## Reading scanning tunnelling images of a boron nitride bilayer

A scanning tunnelling microscope (STM) image records how far electron states reach out of a surface. The images here come from a density functional calculation on two layers of BN. Each one sums the density of all states between mid-gap, the zero of bias, and the stated sample bias. Negative bias shows filled states and positive bias shows empty ones.

The STM images of a BN bilayer were computed with Ansatz 0.2.0 using PBE+D3(BJ), PAW, a 420 eV plane-wave cutoff, a 48 × 48 × 1 k mesh, 0.05 eV Gaussian smearing and no spin polarisation. The Tersoff–Hamann s-wave tip is 4 Å above the top atom, bias is counted from mid-gap, and corrugation follows the constant density equal to the mean of the 4 Å plane.

```tsv
bias (V)	log10 mean density (log10 of e/angstrom^3)	bright over dark	corrugation (Å)	brightest over	apparent barrier at 4 angstrom (eV)
-4.250	-5.928	2.017	0.195	N	12.713
-3.450	-6.265	3.168	0.314	N	13.504
-2.850	-6.858	5.604	0.462	N	14.363
-2.500	-7.398	10.853	0.636	N	15.102
2.500	-5.194	1.325	0.249	B	1.629
```

The log10 mean density refers to the plane 4 Å above the top atom, and bright over dark compares the strongest and weakest points of that plane. Corrugation is the height range of a tip that keeps the density constant. The apparent barrier translates the decay of the mean density with height into an energy.

### 1. Which atom looks bright, and why?

Nitrogen is brightest in all four filled-state rows, boron in the empty-state row. The two nuclei of the top layer lie at almost the same height, so the contrast comes from the electrons. Nitrogen is the more electronegative atom and its p orbitals lie lower. The top of the filled band is therefore made mostly of nitrogen p orbitals. Among the lowest empty states that sit on the atoms, boron p orbitals dominate, which favours boron at positive bias. Another kind of empty state adds to that image, as questions 5 and 7 explain, so the reason is less certain there.

### 2. Why is the barrier at −2.5 V so high?

The highest filled level lies only 5.8 eV below the vacuum level, yet the apparent barrier is 15.1 eV. The difference is energy of motion along the sheet. A wave that changes sign over short distances sideways must die out quickly upwards, because its total energy is fixed. For a state with momentum k along the sheet (as a wave number),

barrier = depth below vacuum + (3.81 eV Å²) × k²,

where 3.81 eV Å² is ħ²/2m for a free electron.

The size of the excess tells where these states sit in the Brillouin zone, the hexagon of allowed k. A state at M, the middle of a zone edge, would give at most 14.1 eV in this window. The computed barrier is higher, so the signal must come largely from nearer the corners, called K, where k is longest. This agrees with the known band structure of BN sheets, whose filled band peaks near K.

### 3. Why does the barrier fall when deeper states are added?

Depth alone would make the barrier rise from −2.5 to −4.25 V. It falls instead, from 15.1 to 12.7 eV. The likely reason is that the filled states spread out from the corners as the window opens. Those nearer the zone centre have smaller k and reach further into the vacuum.

A simple model treats the states in the window as filling equal discs around the corners. The number of states sets the radius R of the discs. Each state near a corner consists of three main waves, and the shortest k decays most slowly. Averaged over a disc, this shortest k is K − 0.55 R.

For −2.5 V the estimate runs as follows:

- The window holds 0.15 electrons per cell, out of 4 in the two upper filled bands, which gives R ≈ 0.21 Å⁻¹.
- With K = 4π/(3 × 2.502 Å) ≈ 1.67 Å⁻¹, the mean shortest k is about 1.56 Å⁻¹.
- The motion along the sheet then costs 3.81 × 1.56² ≈ 9.3 eV.
- The mean depth is about 6.0 eV, so the barrier should be near 15.2 eV.

No constant was adjusted to the barriers, and the model stays within 0.2 eV of all four filled-state rows, as the output after this text shows. That closeness flatters it. The model leaves out the longer waves, which would raise the estimate. It also leaves out the extra weight of slowly decaying states and the pull of the sheet that is still felt at 4 Å, which would both lower it. It is roughest at −4.25 V, where the discs almost touch and other filled bands may join in.

### 4. Why does the contrast fade along with the barrier?

Between −2.5 and −4.25 V the bright-over-dark ratio falls from 10.9 to 2.0. The same spread in k helps to explain this. Exactly at K the three waves are equally long and decay together. Their interference is strong over nitrogen and cancels over boron and over the hollow of the ring.

From K towards the zone centre one wave outlasts the other two, and a single wave has the same density all across a plane of fixed height. Deeper states also mix in some boron character, which weakens the pattern further. The images do not separate these two effects.

### 5. Why is the empty-state signal so strong?

The mean density at +2.5 V is 160 times that at −2.5 V, although the window holds only 2.2 times as many states. Empty states lie closer to the vacuum level, but this alone is not enough. If they all sat around K, the disc model would give a barrier of about 10 eV. The computed value is 1.6 eV.

Most of the density at 4 Å must therefore come from states with little momentum along the sheet, near the zone centre. BN sheets are known to have such states, which resemble free electrons and lie largely outside the atomic planes. The change of sign of the bias thus swaps more than nitrogen for boron: it also brings in a different kind of state.

### 6. How can weaker contrast give a larger corrugation?

The +2.5 V image has a lower bright-over-dark ratio than the one at −4.25 V, 1.3 against 2.0. Its corrugation is nevertheless larger, 0.249 against 0.195 Å. At constant current the tip must move until the change in density with height makes up for the contrast:

corrugation ≈ ln(bright over dark) / decay constant.

The decay constant is 1.3 Å⁻¹ at +2.5 V but 3.7 Å⁻¹ at −4.25 V. Where the density changes slowly with height, even a faint pattern calls for a long move. The formula gives the right order of the two rows. It falls short of the computed corrugation by up to 14 %, most at +2.5 V, where the pattern itself changes quickly with height.

### 7. What would change if the tip moved?

The same calculation gives images at 3 and 5 Å. Over this range the ratio at −2.5 V falls from 18 to 7.5, so nitrogen stays easy to see. At +2.5 V it falls from 4.2 to 1.04, and boron all but disappears.

The reason is again the decay. At −2.5 V pattern and background both consist of fast-decaying waves, and they fade nearly together. At +2.5 V a fast-decaying pattern lies on a slowly decaying background, so the excess of the ratio over 1 drops about tenfold for each ångström. The pattern may belong to boron states near the edge of the zone or be the atomic ripple of the zone-centre states themselves. Both should fade at similar rates, so the height dependence alone does not safely tell them apart.

### 8. Which digits can be trusted?

The bright atom and the direction of the filled-state trends are much safer than the third digit of any ratio. The windows at ±2.5 V reach only 0.245 eV into their bands. A shift of a band edge by 0.1 eV would change that reach by about 40 %, since 0.1/0.245 ≈ 0.4. The functional used here, PBE, is known to make the gap too small, and the field of the tip, which can shift the levels of the sheet, is left out. The biases should therefore not be carried over unchanged to an experiment.

The +2.5 V row is the most delicate. Its slowly decaying states live where the density is thin, and there PBE lacks the long-range attraction between an electron and its image charge. The program also warned, for every row, that its exchange-correlation potential is rough in this region. The strong empty-state signal depends on these states falling inside a window that reaches only 0.245 eV into the band. The factor of 160 therefore belongs to this calculation and could change a good deal with another functional.

For the filled-state images, the practical rule is to treat the apparent barrier as depth plus motion along the sheet. There it is about double the mean depth of the states or more. At +2.5 V the decay still changes strongly with height, so the barrier of 1.6 eV describes the tip height of 4 Å only. Read as a work function, the apparent barrier would mislead most at −2.5 V, where the atomic contrast is best.

The analysis program printed:

```
Apparent barrier in eV and simple estimates:
    row  computed  depth alone  all at K  discs round K  discs less computed  implied momentum over K
  -4.25     12.71         6.84     17.52          12.55              -0.1632                   0.7416
  -3.45      13.5         6.44     17.12          13.34               -0.161                   0.8134
  -2.85     14.36        6.139     16.82          14.48               0.1156                   0.8775
   -2.5      15.1        5.965     16.64          15.23               0.1286                    0.925
    2.5     1.629         1.21     11.89          9.825                8.196                   0.1982
Density per state and corrugation:
    row  density per state in 1e-7 per cubic angstrom  decay per angstrom  estimated corrugation in angstrom  computed corrugation in angstrom
  -4.25                                         5.135               3.653                              0.192                             0.195
  -3.45                                         4.445               3.765                             0.3062                             0.314
  -2.85                                         3.221               3.883                             0.4438                             0.462
   -2.5                                         2.679               3.982                             0.5988                             0.636
    2.5                                         193.9               1.308                             0.2152                             0.249
Mean density at +2.5 V over that at -2.5 V (ratio): 160
Number of states at +2.5 V over that at -2.5 V (ratio): 2.209
Density per state at -4.25 V over that at -2.5 V (ratio): 1.917
Depth of the valence edge below vacuum (eV): 5.842
Energy of motion along the sheet at K (eV): 10.68
Momentum at M over momentum at K (ratio): 0.866
Barrier of a state at M lying 2.5 eV below mid-gap (eV): 14.1
Largest miss of the discs round K in the negative rows (eV): 0.1632
Decay at +2.5 V from 3 to 4 angstrom (per angstrom): 1.678
Decay at +2.5 V from 4 to 5 angstrom (per angstrom): 1.132
Decay at -2.5 V from 3 to 4 angstrom (per angstrom): 3.953
Decay at -2.5 V from 4 to 5 angstrom (per angstrom): 3.993
Drop of (bright over dark less 1) at +2.5 V from 3 to 4 angstrom (factor): 9.837
Drop of (bright over dark less 1) at +2.5 V from 4 to 5 angstrom (factor): 9.053
Expected drop per angstrom if the pattern decays like a K state (factor): 9.255
Reach of the 2.5 V windows into the bands (eV): 0.245
Largest shortfall of the estimated corrugation (percent): 13.58
```
